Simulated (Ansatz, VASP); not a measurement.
**One calculation of Al14Cu, two programs**

```xyz
15
Lattice="4.2330 2.4439 0.0000 -4.2330 2.4439 0.0000 0.0000 0.0000 21.2167" Properties=species:S:1:pos:R:3 pbc="T T T"
Al    0.0000    0.0000    6.0000
Al   -1.4110    2.4439    6.0000
Al    1.4110    2.4439    6.0000
Al   -2.8220    3.2586    8.3041
Al    0.0000    3.2586    8.3041
Al   -1.4110    0.8146    8.3041
Al   -2.8220    1.6293   10.6083
Al    0.0000    1.6293   10.6083
Al    0.0000    0.0000   12.9125
Al   -1.4110    2.4439   12.9125
Al    1.4110    2.4439   12.9125
Al   -2.8220    3.2586   15.2167
Al    0.0000    3.2586   15.2167
Al   -1.4110    0.8146   15.2167
Cu   -1.4110    4.0732   10.6083
```

The cell was built by a generator and needn't be a form met in nature.

Alike in both runs: task relaxation of the atoms; functional r2SCAN; k mesh 6 × 6 × 1; occupations methfessel-paxton of order 1, width 0.1 eV; no spin polarisation.

|  | VASP | Ansatz |
| --- | --- | --- |
| version | VASP 6.6.1 | Ansatz 0.2.0 |
| potentials or method | VASP PAW PBE potentials, release 64 (Al, Cu) | scalar-relativistic, plane waves, PAW |
| plane-wave cutoff (eV) | 520 | 500 |
| valence electrons in the cell | 53 | 61 |

|  | VASP | Ansatz | Ansatz less VASP |
| --- | --- | --- | --- |
| gap on the k mesh at the Fermi level, each at its own relaxed structure (eV) | none | none | - |
| energy change over the relaxation (meV/atom) | -5 | -6 | -0.2 |

A gap of «none» marks a metal or a gap that the smearing closes. The two sets of potentials don't hold the same shells in valence. Ansatz warned: «structure_snapped_to_symmetry».
